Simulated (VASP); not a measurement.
# Ru (Im-3m) in VASP: notebook

The runs below take Ru through single point, with PBEsol, r2SCAN.

Everything below comes from runs of VASP 6.6.1. Logs are shortened: lines on timing, memory, paths and dates and some standing lists are left out, and cuts for length are marked.

### 1 The crystal as given

It takes space group Im-3m (No. 229, cubic). Conventional cell: a = 3.018 Å, b = 3.018 Å, c = 3.018 Å, α = 90.00°, β = 90.00°, γ = 90.00°. Ru (site symmetry m-3m) is surrounded by 8 Ru at 2.61 Å.

This isn't the form of Ru at room conditions, which is hcp.

### 2 Single point, PBEsol

Contents of INCAR:

```
PREC = Accurate ; ENCUT = 900
EDIFF = 1E-6 ; ISMEAR = 0
SIGMA = 0.1 ; LREAL = F
LASPH = T ; NELM = 60
ALGO = Normal ; ISIF = 2
LWAVE = F ; LCHARG = T
GGA = PS ; LELF = T
LVHAR = T
```

Contents of KPOINTS:

```
Automatic mesh
0
Gamma
  20 20 20
```

Contents of POSCAR:

```
Ru
1.0
   -1.5090900000      1.5090900000      1.5090900000
    1.5090900000     -1.5090900000      1.5090900000
    1.5090900000      1.5090900000     -1.5090900000
Ru
1
Direct
    0.0000000000      0.0000000000      0.0000000000
```

Potentials or basis: VASP PAW PBE potentials, release 64 (Ru_pv).

Launch:

```sh
$ cat potpaw_PBE.64/Ru_pv/POTCAR > POTCAR
$ mpirun -np 1 vasp_std > vasp.out
```

OUTCAR:

```text
PREC = Accurate
   ENCUT = 900
   EDIFF = 1E-6
   ISMEAR = 0
   LREAL = F
   LASPH = T
   NELM = 60
   ISIF = 2
   GGA = PS

 ion  position               nearest neighbor table
   1  0.000  0.000  0.000-

  LATTYP: Found a body centered cubic cell.
 ALAT       =     3.0181800000

  Lattice vectors:

 A1 = (  -1.5090900000,   1.5090900000,   1.5090900000)
 A2 = (   1.5090900000,  -1.5090900000,   1.5090900000)
 A3 = (   1.5090900000,   1.5090900000,  -1.5090900000)

Analysis of symmetry for initial positions (statically):
=====================================================================
 Subroutine PRICEL returns:
 Original cell was already a primitive cell.

 Routine SETGRP: Setting up the symmetry group for a
 body centered cubic supercell.

 Subroutine GETGRP returns: Found 48 space group operations
 (whereof 48 operations were pure point group operations)
 out of a pool of 48 trial point group operations.

The static configuration has the point symmetry O_h .

Analysis of symmetry for dynamics (positions and initial velocities):
=====================================================================
 Subroutine PRICEL returns:
 Original cell was already a primitive cell.

 Routine SETGRP: Setting up the symmetry group for a
 body centered cubic supercell.

 Subroutine GETGRP returns: Found 48 space group operations
 (whereof 48 operations were pure point group operations)
 out of a pool of 48 trial point group operations.

The dynamic configuration has the point symmetry O_h .

 Subroutine INISYM returns: Found 48 space group operations
 (whereof 48 operations are pure point group operations),
 and found     1 'primitive' translations

----------------------------------------------------------------------------------------

                                     Primitive cell

  volume of cell :      13.7469

  direct lattice vectors                    reciprocal lattice vectors
    -1.509090000  1.509090000  1.509090000     0.000000000  0.331325501  0.331325501
     1.509090000 -1.509090000  1.509090000     0.331325501  0.000000000  0.331325501
     1.509090000  1.509090000 -1.509090000     0.331325501  0.331325501  0.000000000

  length of vectors
     2.613820553  2.613820553  2.613820553     0.468565017  0.468565017  0.468565017

  position of ions in fractional coordinates (direct lattice)
     0.000000000  0.000000000  0.000000000

  ion indices of the primitive-cell ions
   primitive index   ion index
                 1           1

----------------------------------------------------------------------------------------

 KPOINTS: Automatic mesh

Automatic generation of k-mesh.
 Grid dimensions read from file:
 generate k-points for:   20   20   20

 Generating k-lattice:

  Cartesian coordinates                     Fractional coordinates (reciprocal lattice)
     0.000000000  0.016566275  0.016566275     0.050000000  0.000000000  0.000000000
     0.016566275  0.000000000  0.016566275     0.000000000  0.050000000  0.000000000
     0.016566275  0.016566275  0.000000000     0.000000000  0.000000000  0.050000000

  Length of vectors
     0.023428251  0.023428251  0.023428251

  Shift w.r.t. Gamma in fractional coordinates (k-lattice)
     0.000000000  0.000000000  0.000000000

 Subroutine IBZKPT returns following result:
 ===========================================

 Found    256 irreducible k-points:

 Following reciprocal coordinates:
            Coordinates               Weight
  0.000000  0.000000  0.000000      1.000000
  0.050000  0.000000  0.000000     12.000000
  0.100000  0.000000  0.000000     12.000000
  0.150000  0.000000  0.000000     12.000000
  0.200000  0.000000  0.000000     12.000000
  0.250000  0.000000  0.000000     12.000000
[... 16 lines left out ...]
  0.200000  0.100000  0.000000     48.000000
  0.250000  0.100000  0.000000     48.000000
 [... further k-points ...]
   k-points           NKPTS =    256   k-points in BZ     NKDIM =    256   number of bands    NBANDS=     11
   number of dos      NEDOS =    301   number of ions     NIONS =      1
   total plane-waves  NPLWV =  21952
   dimension x,y,z NGX =    28 NGY =   28 NGZ =   28
   dimension x,y,z NGXF=    56 NGYF=   56 NGZF=   56
   ions per type =               1
   NGX,Y,Z   is equivalent  to a cutoff of  17.81, 17.81, 17.81 a.u.
   NGXF,Y,Z  is equivalent  to a cutoff of  35.62, 35.62, 35.62 a.u.
 SYSTEM =  unknown system
   PREC   = accura    normal or accurate (medium, high low for compatibility)
   ISTART =      0    job   : 0-new  1-cont  2-samecut
   ICHARG =      2    charge: 1-file 2-atom 10-const
   ISPIN  =      1    spin polarized calculation?
   LNONCOLLINEAR =      F non collinear calculations
   LSORBIT =      F    spin-orbit coupling
   LASPH  =      T    aspherical Exc in radial PAW
   ENCUT  =  900.0 eV  66.15 Ry    8.13 a.u.   6.39  6.39  6.39*2*pi/ulx,y,z
   NELM   =     60;   NELMIN=  2; NELMDL= -5     # of ELM steps
   EDIFF  = 0.1E-05   stopping-criterion for ELM
   LREAL  =      F    real-space projection
   EDIFFG = 0.1E-04   stopping-criterion for IOM
   NSW    =      0    number of steps for IOM
   IBRION =     -1    ionic relax: 0-MD 1-quasi-New 2-CG
   NFREE  =      0    steps in history (QN), initial steepest desc. (CG)
   ISIF   =      2    stress and relaxation
   ISYM   =      2    0-nonsym 1-usesym 2-fastsym
   POTIM  = 0.5000    time-step for ionic-motion
   TEBEG  =    0.0;   TEEND  =   0.0 temperature during run
   PSTRESS=    0.0 pullay stress
   NELECT =      14.0000    total number of electrons
   NUPDOWN=      -1.0000    fix difference up-down
   EMIN   =  10.00;   EMAX   =-10.00  energy-range for DOS
   EFERMI =   0.00;   METHOD = LEGACY
   ISMEAR =     0;   SIGMA  =   0.10  broadening in eV -4-tet -1-fermi 0-gaus
   EFERMI_NEDOS =   21; number of points for ismear=-14 and -15
   IALGO  =     38    algorithm
   IMIX   =      4    mixing-type and parameters
     AMIX     =   0.40;   BMIX     =  1.00
     AMIX_MAG =   1.60;   BMIX_MAG =  1.00
  volume/ion in A,a.u.               =      13.75        92.77
  Fermi-wavevector in a.u.,A,eV,Ry     =   1.647084  3.112537 36.911043  2.712885
  Thomas-Fermi vector in A             =   2.736603
   LORBIT       =      0    0 simple, 1 ext, 2 COOP (PROOUT), +10 PAW based schemes
   GGA     = PS    functional components
   LHFCALC =     F    Hartree Fock is set to
   AEXX    =    0.0000 exact exchange contribution
   IVDW    =     0    specifies the selected vdW correction
   LEPSILON=     F    determine dielectric tensor
   LRPA    =     F    only Hartree local field effects (RPA)
 non-spin polarized calculation
 Gauss-broadening in eV      SIGMA  =   0.10
  energy-cutoff  :      900.00
  volume of cell :       13.75
 maximum number of plane-waves:       887
 NGX is ok and might be reduce to    28
   NGX = 13   NGY = 13   NGZ = 13

 number of electron      13.9999999 magnetization

 Free energy of the ion-electron system (eV)
  ---------------------------------------------------
  ext. energy  EPLUGINS =         0.00000000
  ---------------------------------------------------
  free energy    TOTEN  =        -9.50998675 eV

  energy without entropy =       -9.49960419  energy(sigma->0) =       -9.50479547

 E-fermi :  12.6296     XC(G=0): -14.1930

 val. band max:       12.6276265745   @ k =   0.4000   0.1500   0.0500
 cond. band min:      12.6353709576   @ k =   0.1500   0.0500   0.0000
 fundamental gap:      0.0077443831
 Fermi energy:        12.6296212375

 k-point     1 :       0.0000    0.0000    0.0000
  band No.  band energies     occupation
      1     -29.8820      2.00000
      2     -29.8820      2.00000
      3     -29.8820      2.00000
      4       4.4777      2.00000
      5       9.7610      2.00000
      6       9.7610      2.00000
      7       9.7610      2.00000
      8      12.5344      1.82205
      9      12.5344      1.82205
     10      23.0143      0.00000
     11      29.7531      0.00000

 k-point     2 :       0.0500    0.0000    0.0000
  band No.  band energies     occupation
      1     -29.9089      2.00000
      2     -29.8906      2.00000
      3     -29.8821      2.00000
      4       4.5904      2.00000
      5       9.7082      2.00000
      6       9.7578      2.00000
      7       9.8580      2.00000
      8      12.4627      1.98172
      9      12.5373      1.80822
     10      23.0142      0.00000
     11      29.8183      0.00000

 k-point     3 :       0.1000    0.0000    0.0000
  band No.  band energies     occupation
      1     -29.9867      2.00000
      2     -29.9154      2.00000
      3     -29.8823      2.00000
      4       4.9157      2.00000
      5       9.5584      2.00000
      6       9.7409      2.00000
      7      10.1453      2.00000
      8      12.2886      2.00000
      9      12.5482      1.75033
     10      23.0142      0.00000
     11      29.9639      0.00000

 k-point     4 :       0.1500    0.0000    0.0000
  band No.  band energies     occupation
      1     -30.1067      2.00000
      2     -29.9540      2.00000
      3     -29.8828      2.00000
      4       5.4107      2.00000
      5       9.3337      2.00000
      6       9.7031      2.00000
      7      10.6115      2.00000
      8      12.1110      2.00000
      9      12.5719      1.58596
     10      23.0141      0.00000
     11      30.0294      0.00000
[... 239 lines left out ...]
 k-point    22 :       0.1500    0.1000    0.0000
  band No.  band energies     occupation
      1     -30.3055      2.00000
      2     -29.9990      2.00000
      3     -29.9153      2.00000
      4       6.2579      2.00000
      5       9.1062      2.00000
      6       9.3497      2.00000
      7      11.6760      2.00000
      8      11.8561      2.00000
      9      12.7629      0.05954
     10      23.0139      0.00000
     11      29.9398      0.00000

 k-point    23 :       0.2000    0.1000    0.0000
  band No.  band energies     occupation
      1     -30.4489      2.00000
      2     -30.0574      2.00000
      3     -29.9188      2.00000
      4       6.7393      2.00000
      5       8.8293      2.00000
      6       9.4295      2.00000
      7      11.8656      2.00000
      8      12.5007      1.93164
      9      12.8876      0.00026
     10      23.0137      0.00000
     11      29.1258      0.00000

 k-point    24 :       0.2500    0.1000    0.0000
  band No.  band energies     occupation
      1     -30.5891      2.00000
      2     -30.1180      2.00000
      3     -29.9211      2.00000
      4       6.9427      2.00000
      5       8.5682      2.00000
      6       9.8510      2.00000
      7      12.0006      2.00000
      8      12.9245      0.00003
      9      13.5101      0.00000
     10      23.0132      0.00000
     11      27.7005      0.00000

 [... further k-points ...]
[... 5 lines left out ...]
  --------------------------------------------------------------------------------------
  -------------------------------------------------------------------------------------
  Total        0.0099395      0.0099395      0.0099395     -0.0000000     -0.0000000      0.0000000
  in kB        1.1584321      1.1584321      1.1584321     -0.0000000     -0.0000000      0.0000000
  external PRESSURE =       1.1584321 kB  Pullay stress =       0.0000000 kB

 VOLUME and BASIS-vectors are now :
 -----------------------------------------------------------------------------
  energy-cutoff  :      900.00
  volume of cell :       13.75
      direct lattice vectors                 reciprocal lattice vectors
    -1.509090000  1.509090000  1.509090000     0.000000000  0.331325501  0.331325501
     1.509090000 -1.509090000  1.509090000     0.331325501  0.000000000  0.331325501
     1.509090000  1.509090000 -1.509090000     0.331325501  0.331325501  0.000000000

 POSITION                                       TOTAL-FORCE (eV/Angst)
 -----------------------------------------------------------------------------------
      0.00000      0.00000      0.00000         0.000000     -0.000000      0.000000
 -----------------------------------------------------------------------------------
    total drift:                               -0.000000     -0.000000     -0.000000

  FREE ENERGIE OF THE ION-ELECTRON SYSTEM (eV)
  ---------------------------------------------------
  free  energy   TOTEN  =        -9.5099867522 eV

  energy  without entropy=       -9.4996041943  energy(sigma->0) =       -9.50479547
```

It took 32 s on 1 thread of Intel Xeon 6975P-C (Granite Rapids), shared host; peak memory 0.23 GiB.

What came out:

- Free energy: -9.5100 eV
- Pressure: 0.1 GPa
- Band gap on the k mesh: none (metal or under the smearing width)

Levels at points of the mesh, in eV from the Fermi level:
| k point | band 5 | band 6 | band 7 | band 8 | band 9 | band 10 |
| --- | --- | --- | --- | --- | --- | --- |
| (0.00, 0.00, 0.00) | -2.87 | -2.87 | -2.87 | -0.10 | -0.10 | 10.38 |
| (0.50, 0.00, 0.00) | -4.67 | -0.11 | 0.38 | 1.15 | 2.52 | 10.29 |
| (0.50, 0.50, 0.50) | -6.43 | 1.89 | 1.89 | 1.89 | 9.35 | 9.35 |

Caveat: the PAW data sets were made with another functional, which shifts forces and pressure a little.

### 3 Single point, r2SCAN

Contents of INCAR:

```
PREC = Accurate ; ENCUT = 520
EDIFF = 1E-6 ; ISMEAR = 0
SIGMA = 0.1 ; LREAL = F
LASPH = T ; NELM = 60
ALGO = Normal ; ISIF = 2
LWAVE = F ; LCHARG = T
METAGGA = R2SCAN ; LMIXTAU = T
LELF = T ; LVHAR = T
```

KPOINTS is that of step 2.

POSCAR is that of step 2.

Potentials or basis: VASP PAW PBE potentials, release 64 (Ru_pv).

Launch:

```sh
$ cat potpaw_PBE.64/Ru_pv/POTCAR > POTCAR
$ mpirun -np 1 vasp_std > vasp.out
```

Run time: 64 s. Hardware: 1 thread of Intel Xeon 6975P-C (Granite Rapids), shared host; peak memory 0.15 GiB.

It converged, with:

```yaml
Free_energy: -24.7734 eV
Pressure: 5.7 GPa
Band_gap_on_the_k_mesh: none (metal or under the smearing width)
```

Levels at points of the mesh, in eV from the Fermi level:
```csv
k point,band 3,band 4,band 5,band 6,band 7,band 8,band 9,band 10,band 11
"(0.00, 0.00, 0.00)",-43.94,-8.45,-3.03,-3.03,-3.03,-0.07,-0.07,8.44,17.97
"(0.50, 0.00, 0.00)",-43.95,-6.60,-4.91,-0.10,0.43,1.23,2.53,8.44,10.92
"(0.50, 0.50, 0.50)",-44.73,-6.70,-6.70,1.88,1.88,1.88,8.44,9.89,9.89
```

Caveat: the PAW data sets were made with another functional, which shifts forces and pressure a little.
